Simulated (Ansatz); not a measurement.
## Deforming Zr

```
Zr
1.0
    -1.81000    1.81000    1.81000
     1.81000   -1.81000    1.81000
     1.81000    1.81000   -1.81000
Zr
1
Cartesian
  0.0000 0.0000 0.0000
```

The geometry is COD entry 9008559, unchecked; take it as a test cell.

Theory: Ansatz 0.2.0, DFT, PBEsol, PAW with Ansatz's default frozen-core files, scalar-relativistic.

Settings: a Γ-centred 14×14×14 k mesh, Fermi–Dirac smearing of 0.08 eV, cutoff 420 eV, no spin polarisation; the PAW files were made with PBE, and the program remakes their frozen cores for this functional.

The unchanged cell is at -6.69 GPa.

In a metal, stresses and small energies carry noise from the k mesh.

x, y and z are the Cartesian axes of the cell as listed; fractional coordinates follow a strain, and an engineering shear is twice the off-diagonal strain component.

(1) With this change (equal xy, yz and zx engineering shear strains of -3 %), what becomes of the energy and stress?

(2) With this change (equal xy, yz and zx engineering shear strains of -1 %), what becomes of the energy and stress?

With equal xy, yz and zx engineering shear strains of +2 %: energy change +2.3 meV/atom; stress change (xx, yy, zz, yz, xz, xy) 0.02, 0.02, 0.02, -0.59, -0.59, -0.59 GPa, compression positive.

With equal xy, yz and zx engineering shear strains of -2 %: energy change +1.9 meV/atom; stress change (xx, yy, zz, yz, xz, xy) 0.02, 0.02, 0.02, 0.46, 0.46, 0.46 GPa, compression positive.

(3) With this change (equal xy, yz and zx engineering shear strains of +1 %), what becomes of the energy and stress?

With equal xy, yz and zx engineering shear strains of +3 %: energy change +5.2 meV/atom; stress change (xx, yy, zz, yz, xz, xy) 0.06, 0.06, 0.06, -0.91, -0.91, -0.91 GPa, compression positive.

Answers

(1) Energy change +4.0 meV/atom; stress change (xx, yy, zz, yz, xz, xy) 0.06, 0.06, 0.06, 0.62, 0.62, 0.62 GPa, compression positive.

(2) Energy change +0.5 meV/atom; stress change (xx, yy, zz, yz, xz, xy) 0.01, 0.01, 0.01, 0.26, 0.26, 0.26 GPa, compression positive.

(3) Energy change +0.6 meV/atom; stress change (xx, yy, zz, yz, xz, xy) 0.01, 0.01, 0.01, -0.29, -0.29, -0.29 GPa, compression positive.
